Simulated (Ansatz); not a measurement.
Calculation for Zn (omega type): DFT, PBE, all-electron LAPW, scalar-relativistic (Ansatz 0.2.0). This run: omega relaxed under pressure.

The cell comes from a relaxation on PAW files under the same functional, begun from a prototype that needn't be the stable phase.

Command: `ansatz run input.yaml --threads 1 --pin off --max-ram 3584MiB --backend cpu --events-out ev --progress --plain --runs-dir out` It took 77 s on 1 thread of Arm Neoverse V1, on a shared host, peak memory 0.56 GiB.

```yaml
crystal:
  lattice:
    - [4.332421775, 0.0, 0.0]
    - [-2.1662108875, 3.751987317, 0.0]
    - [0.0, 0.0, 2.6417467203]
  atoms:
    - { symbol: Zn, position: [0.0, 0.0, 0.0] }
    - { symbol: Zn, position: [0.3333333333, 0.6666666667, 0.5] }
    - { symbol: Zn, position: [0.6666666667, 0.3333333333, 0.5] }
kpoints:
  mp_grid: { grid: [9, 9, 12] }
scf:
  occupations: { method: fermi_dirac, width: 0.1 }
hamiltonian:
  xc: pbe
  pseudopotentials: { kind: all_electron, lapw: { basis_error: 0.0005 } }
output:
  forces: true
  stress: true
  eigenvalues: true
relax:
  f_tol: 0.005
  max_steps: 12
  cell: { p_target: 6.7, stress_tol: 0.03 }
```

Output:

```
The last accepted step is kept in <dir> (removed where the run ends without a failure and the disk answers)
LAPW: plane waves up to 9.684 Å⁻¹, error target 5.0e-4 eV per atom; small_component_spin mean_spin; Zn in spheres of 1.213 Å, 20 of its electrons in bands, Dirac shells [] (how accurate: hamiltonian.pseudopotentials.lapw.basis_error, Limitations)
Engine: ansatz 0.2.0
Pseudopotentials: kind: all_electron
Pseudopotential: Zn, LAPW, valence charge 20, lapw/all_electron/scalar/gaussian/Zn, Koelling and Harmon's equation, gaussian nucleus
Functional definition: PBE
  parameter kappa = 0.804
  parameter beta = 0.06672455060314922
  exchange = pbe_x(kappa = kappa, mu = beta*pi^2/3)
  correlation = pbe_c(beta = beta)
Crystal: 3 atoms, lattice volume = 42.942 Å³
Basis set: ecut = 357.32384162957015 eV, 669 PW (Γ), exchange–correlation at level 2
Bands: 36, of which v1, the nominal top of the filled ones, is band 30 counted from 1 (29 counted from 0)
Symmetry: 24 space group operations
Space group: P6/mmm (ITA 191), of the structure as read, at distance tolerance 3.5e-5 Å
k-points: 84 of 972
Non-local potential: Zn, projectors of the file, none
Initial density: superposition of atomic densities (chi_scale 0.1, normalization cell)
Initial wavefunctions: plane waves of lowest kinetic energy (no species holds an atomic orbital)
Functional: x = pbe(κ = 0.804, μ = 0.2195149727645171), c = pbe(β = 0.06672455060314922)
iter 1 solved again at ethr=3.41e-4 eV; its pass at ethr=1.00e-1 eV (dr2=2.05e-1 eV) is discarded
SCF iter   1: F=—  HF=-146619.084644 eV  |F-HF|=—  |Δ(HF+E_count)|=         —  Δρ=2.59e-2  dr2=2.05e-1  ethr=3.41e-4  ⟨swp⟩=2.7  Hψ=19310  notcnv=0
preconditioner: auto → none  [metal: Δε(μ)=0.036 eV  Ē_g=12.376 eV  σ=0.100 eV  W_gap=0.09  n_scr=8 (ndim 8)  ℏωp=34.0 eV  f_vac=0.000  D(μ)=0.89/eV (n_scr^D=6)  sad-step TF]
SCF iter   2: F=—  HF=-146618.890674 eV  |F-HF|=—  |Δ(HF+E_count)|=   1.94e-1  Δρ=8.88e-3  dr2=3.17e-2  ethr=3.41e-4  ⟨swp⟩=3.0  Hψ=9370  notcnv=0
SCF iter   3: F=—  HF=-146618.728017 eV  |F-HF|=—  |Δ(HF+E_count)|=   1.63e-1  Δρ=8.64e-3  dr2=2.50e-2  ethr=5.28e-5  ⟨swp⟩=3.0  Hψ=8959  notcnv=0
iter 4 solved again at ethr=2.82e-6 eV; its pass at ethr=4.16e-5 eV (dr2=1.69e-3 eV) is discarded
SCF iter   4: F=—  HF=-146618.722574 eV  |F-HF|=—  |Δ(HF+E_count)|=   5.44e-3  Δρ=1.69e-3  dr2=1.69e-3  ethr=2.82e-6  ⟨swp⟩=2.0  Hψ=14809  notcnv=0
SCF iter   5: F=—  HF=-146618.721101 eV  |F-HF|=—  |Δ(HF+E_count)|=   1.47e-3  Δρ=6.49e-4  dr2=1.69e-4  ethr=2.82e-6  ⟨swp⟩=2.2  Hψ=8576  notcnv=0
SCF iter   6: F=—  HF=-146618.721107 eV  |F-HF|=—  |Δ(HF+E_count)|=   6.42e-6  Δρ=9.68e-5  dr2=4.67e-6  ethr=2.82e-7  ⟨swp⟩=2.0  Hψ=8551  notcnv=0
SCF iter   7: F=—  HF=-146618.721104 eV  |F-HF|=—  |Δ(HF+E_count)|=   3.26e-6  Δρ=1.10e-5  dr2=3.15e-8  ethr=7.78e-9  ⟨swp⟩=3.0  Hψ=8929  notcnv=0
SCF iter   8: F=-146618.721104 eV  HF=-146618.721104 eV  |F-HF|=6.81e-9  |Δ(HF+E_count)|=   3.03e-8  Δρ=3.17e-6  dr2=2.14e-9  ethr=5.25e-11  ⟨swp⟩=3.0  Hψ=10097  notcnv=0
SCF 1 converged in 8 iterations: F = -146618.721104 eV  dr2 = 2.14e-9
relax step   1: F+E_penalty+E_count = -146618.72110364 eV  Δ(F+E_penalty+E_count) = +0.000e0 eV  max|allowed force component| = 6.168e-18 eV/Å  Δτ_max = 0.0000 Å  P = +6.695 GPa  Ω = 42.942 Å³  (8 SCF iters, accepted)
Initial density: handed on by an earlier stage of this run
Initial wavefunctions: those handed on with the density
iter 1 solved again at ethr=4.37e-12 eV; its pass at ethr=1.00e-1 eV (dr2=2.62e-9 eV) is discarded
SCF iter   1: F=—  HF=-146618.721104 eV  |F-HF|=—  |Δ(HF+E_count)|=         —  Δρ=3.15e-6  dr2=2.62e-9  ethr=4.37e-12  ⟨swp⟩=7.2  Hψ=14908  notcnv=0
preconditioner: auto → none  [metal: Δε(μ)=0.033 eV  Ē_g=13.055 eV  σ=0.100 eV  W_gap=0.08  n_scr=8 (ndim 8)  ℏωp=34.0 eV  f_vac=0.000  D(μ)=0.92/eV (n_scr^D=6)]
iter 2 solved again at ethr=1.00e-12 eV; its pass at ethr=4.37e-12 eV (dr2=1.98e-10 eV) is discarded
SCF iter   2: F=-146618.721104 eV  HF=-146618.721104 eV  |F-HF|=6.14e-9  |Δ(HF+E_count)|=   5.59e-9  Δρ=1.03e-6  dr2=1.98e-10  ethr=1.91e-12 (applied; sched 1.00e-12)  ⟨swp⟩=2.0  Hψ=15174  notcnv=0
SCF 2 converged in 2 iterations: F = -146618.721104 eV  dr2 = 1.98e-10
relax step   2: F+E_penalty+E_count = -146618.72110364 eV  Δ(F+E_penalty+E_count) = -4.802e-9 eV  max|allowed force component| = 3.277e-18 eV/Å  Δτ_max = 0.0000 Å  P = +6.695 GPa  Ω = 42.942 Å³  stress off target by 7.69e-3 GPa  SCF on the basis re-selected at this cell (its energy is not comparable with the rows above)  (2 SCF iters)
basis re-selected at this cell: Δ(F+E_penalty+E_count) = -4.802e-9 eV, ΔP = +0.001 GPa vs the last step (what re-selecting the basis moved, after the strain that the cell walked since its last selection, with what the two solves' SCF thresholds leave and, on support functions, any second-order correction that the steps lacked; it is no measure of the basis error at this ecutwfc). This SCF's stress stands 7.69e-3 GPa from its target on what of the cell is left free (relax.cell.stress_tol is 3.00e-2 GPa) and its largest allowed force component is 3.28e-18 eV/Å (relax.f_tol is 5.00e-3 eV/Å): within both
SCF converged after 2 iterations
Free energy (F): -146618.721104 eV
Harris-Foulkes:  -146618.721104 eV  (|F-HF|=6.14e-9)
Internal energy: -146618.690895 eV  (E = F + TS)
E sigma→0 (E₀):  -146618.705999 eV
Entropy (-TS):   -0.030209 eV (-10.070 meV/atom)
Fermi energy:    15.187152 eV
--- Per-component energies (eV) ---
  E_band       = -1570.473781
  E_kinetic    = 149321.923663
  E_xc         = -5851.688496
  E_electrostatic = -290088.926062  (all electrons and nuclei)
  E_smearing   = -0.030209  (= −TS)
  E_closure    = 0.000000  (closes the sum)
  E_atoms      = -146615.744717  (free atoms, spherical and without spin; not in F)
  Σ components = -146618.721104   (vs F -146618.721104, Δ=0.00e0)
  Basis errors (estimates in eV, not in F): energy 1.6e-4 per atom: plane waves 1.6e-4 (8.4e-5 summed), levels above the bands 8.8e-34, relativity 1.1e-8, radial functions 1.7e-6, core shells 1.7e-11; eigenvalues (radial functions only) 1.4e-7; not estimated: angular momenta, meshes, grids; target (lapw.basis_error) 5.0e-4; muffin-tin radii Zn 1.213 Å
--- Forces (eV/Å), atoms counted from 1 ---
  atom   1  Zn     0.00000000     0.00000000     0.00000000
  atom   2  Zn    -0.00000000     0.00000000     0.00000000
  atom   3  Zn     0.00000000     0.00000000     0.00000000
  max |Σ_I F_I| component: 5.78e-19 eV/Å
--- Stress (GPa, compression-positive) ---
        6.692313      -0.000000       0.000000
       -0.000000       6.692313       0.000000
        0.000000       0.000000       6.701475
  P = ⅓ Tr σ = 6.6954 GPa (66.954 kbar)
--- Band table (eV; the first three rows and the last of 84) ---
  k-point 0: bands = ["-111.6741", "-111.6688", "-111.6354", "-65.8423", "-65.8423", "-65.8151", "-65.8144", "-65.8144", "-65.8098", "-65.7886", "-65.7886", "-65.7866", "4.1107", "6.4535", "7.0122", "7.0642", "7.0642", "7.0901", "7.1555", "7.1555", "7.3302", "7.3302", "7.5077", "7.5077", "7.5338", "7.5338", "7.9641", "7.9641", "15.7790", "15.7790", "15.8274", "15.8274", "16.2706", "16.4452", "24.9702", "29.2335"]
  k-point 1: bands = ["-111.6740", "-111.6687", "-111.6353", "-65.8422", "-65.8422", "-65.8165", "-65.8142", "-65.8142", "-65.8112", "-65.7886", "-65.7886", "-65.7881", "4.2636", "6.5080", "7.0354", "7.0354", "7.0840", "7.1129", "7.1129", "7.1392", "7.2835", "7.2835", "7.5414", "7.5414", "7.5610", "7.5610", "7.9495", "7.9495", "15.9360", "15.9360", "16.0030", "16.0030", "16.3743", "16.5424", "23.0952", "31.3471"]
  k-point 2: bands = ["-111.6737", "-111.6685", "-111.6350", "-65.8418", "-65.8418", "-65.8204", "-65.8151", "-65.8136", "-65.8136", "-65.7921", "-65.7886", "-65.7886", "4.7094", "6.6588", "6.9372", "6.9372", "7.0094", "7.0094", "7.2423", "7.2423", "7.2823", "7.2872", "7.5430", "7.5430", "7.6424", "7.6424", "7.9193", "7.9193", "16.3945", "16.3945", "16.5188", "16.5188", "16.6972", "16.8414", "20.2141", "30.7993"]
  k-point 83: bands = ["-111.6700", "-111.6700", "-111.6339", "-65.8441", "-65.8341", "-65.8341", "-65.8258", "-65.8258", "-65.8085", "-65.8076", "-65.7882", "-65.7882", "6.4232", "6.7787", "6.8002", "6.8002", "6.9913", "6.9913", "7.1807", "7.1807", "7.4602", "7.4602", "7.5537", "7.9457", "7.9941", "8.0576", "8.0576", "12.8048", "14.0096", "14.0096", "14.2985", "14.2985", "15.2887", "23.1771", "24.4009", "24.4009"]
--- Relaxed structure (1 steps of the walk, 1 accepted, 1 SCFs on fresh bases) ---
  F+E_penalty+E_count = -146618.72110364 eV   max|allowed force component| = 3.277e-18 eV/Å   (the final SCF, on the basis selected at the relaxed cell)
  cell:  # Å, volume = 42.9421 Å³
    - [4.332421774966012, 0.0, 0.0]
    - [-2.166210887483006, 3.751987317029435, 0.0]
    - [0.0, 0.0, 2.6417467203]
  atoms:
    - { symbol: Zn, position: [0.0, 0.0, 0.0] }
    - { symbol: Zn, position: [0.33333333333333337, 0.6666666666666667, 0.5] }
    - { symbol: Zn, position: [0.6666666666666667, 0.33333333333333337, 0.5] }
```

Next run (beta tin relaxed under pressure), as changes to the input before:

```diff
   lattice:
-    - [4.332421775, 0.0, 0.0]
-    - [-2.1662108875, 3.751987317, 0.0]
-    - [0.0, 0.0, 2.6417467203]
+    - [-2.5058055098, 2.5058055098, 1.2469907518]
+    - [2.5058055098, -2.5058055098, 1.2469907518]
+    - [2.5058055098, 2.5058055098, -1.2469907518]
   atoms:
-    - { symbol: Zn, position: [0.0, 0.0, 0.0] }
-    - { symbol: Zn, position: [0.3333333333, 0.6666666667, 0.5] }
-    - { symbol: Zn, position: [0.6666666667, 0.3333333333, 0.5] }
+    - { symbol: Zn, position: [-0.375, -0.125, -0.25] }
+    - { symbol: Zn, position: [0.375, 0.125, 0.25] }
 kpoints:
-  mp_grid: { grid: [9, 9, 12] }
+  mp_grid: { grid: [17, 17, 17] }
 scf:
```

Results part of the output:

```
basis re-selected at this cell: Δ(F+E_penalty+E_count) = -3.245e-9 eV, ΔP = -0.001 GPa vs the last step (what re-selecting the basis moved, after the strain that the cell walked since its last selection, with what the two solves' SCF thresholds leave and, on support functions, any second-order correction that the steps lacked; it is no measure of the basis error at this ecutwfc). This SCF's stress stands 5.93e-3 GPa from its target on what of the cell is left free (relax.cell.stress_tol is 3.00e-2 GPa) and its largest allowed force component is 2.17e-19 eV/Å (relax.f_tol is 5.00e-3 eV/Å): within both
SCF converged after 2 iterations
Free energy (F): -97745.625257 eV
Harris-Foulkes:  -97745.625257 eV  (|F-HF|=1.34e-8)
Internal energy: -97745.602877 eV  (E = F + TS)
E sigma→0 (E₀):  -97745.614067 eV
Entropy (-TS):   -0.022380 eV (-11.190 meV/atom)
Fermi energy:    13.272572 eV
--- Per-component energies (eV) ---
  E_band       = -1108.844572
  E_kinetic    = 99548.274227
  E_xc         = -3900.414949
  E_electrostatic = -193393.462156  (all electrons and nuclei)
  E_smearing   = -0.022380  (= −TS)
  E_closure    = 0.000000  (closes the sum)
  E_atoms      = -97743.829811  (free atoms, spherical and without spin; not in F)
  Σ components = -97745.625257   (vs F -97745.625257, Δ=0.00e0)
  Basis errors (estimates in eV, not in F): energy 1.7e-4 per atom: plane waves 1.6e-4 (8.9e-5 summed), levels above the bands 5.4e-36, relativity 2.1e-8, radial functions 2.7e-6, core shells 2.0e-11; eigenvalues (radial functions only) 2.1e-7; not estimated: angular momenta, meshes, grids; target (lapw.basis_error) 5.0e-4; muffin-tin radii Zn 1.210 Å
--- Forces (eV/Å), atoms counted from 1 ---
  atom   1  Zn    -0.00000000    -0.00000000    -0.00000000
  atom   2  Zn     0.00000000     0.00000000     0.00000000
  max |Σ_I F_I| component: 1.36e-20 eV/Å
--- Stress (GPa, compression-positive) ---
        6.695505      -0.000000      -0.000000
       -0.000000       6.695505       0.000000
       -0.000000       0.000000       6.694067
  P = ⅓ Tr σ = 6.6950 GPa (66.950 kbar)
--- Band table (eV; the first three rows and the last of 405) ---
  k-point 0: bands = ["-113.2294", "-113.2249", "-67.3958", "-67.3958", "-67.3700", "-67.3700", "-67.3587", "-67.3583", "3.1648", "5.0299", "5.0519", "5.0902", "5.1923", "6.1849", "6.1849", "6.1952", "6.1952", "6.3167", "6.5556", "14.5210", "14.5210", "16.5484", "19.5491", "26.4834"]
  k-point 1: bands = ["-113.2293", "-113.2250", "-67.3956", "-67.3956", "-67.3702", "-67.3702", "-67.3586", "-67.3583", "3.2064", "5.0404", "5.0505", "5.0974", "5.1920", "6.1815", "6.1862", "6.1960", "6.1970", "6.3109", "6.5398", "13.9710", "14.5833", "16.9591", "19.7928", "25.9715"]
  k-point 2: bands = ["-113.2292", "-113.2251", "-67.3950", "-67.3949", "-67.3710", "-67.3709", "-67.3585", "-67.3582", "3.3303", "5.0427", "5.0748", "5.1189", "5.1921", "6.1695", "6.1897", "6.1973", "6.2022", "6.2948", "6.4964", "12.9400", "14.7683", "17.5471", "20.5497", "24.9594"]
  k-point 404: bands = ["-113.2272", "-113.2271", "-67.3983", "-67.3981", "-67.3680", "-67.3677", "-67.3585", "-67.3585", "4.8858", "4.8948", "5.2866", "5.2947", "5.9284", "5.9433", "6.2054", "6.2058", "6.2177", "6.2191", "9.2986", "9.8300", "10.3377", "10.8706", "28.2902", "28.2963"]
--- Relaxed structure (1 steps of the walk, 1 accepted, 1 SCFs on fresh bases) ---
  F+E_penalty+E_count = -97745.62525721 eV   max|allowed force component| = 2.168e-19 eV/Å   (the final SCF, on the basis selected at the relaxed cell)
  cell:  # Å, volume = 31.3197 Å³
    - [-2.5058055098, 2.5058055098, 1.2469907518]
    - [2.5058055098, -2.5058055098, 1.2469907518]
    - [2.5058055098, 2.5058055098, -1.2469907518]
  atoms:
    - { symbol: Zn, position: [-0.375, -0.125, -0.24999999999999997] }
    - { symbol: Zn, position: [0.375, 0.125, 0.24999999999999997] }
```
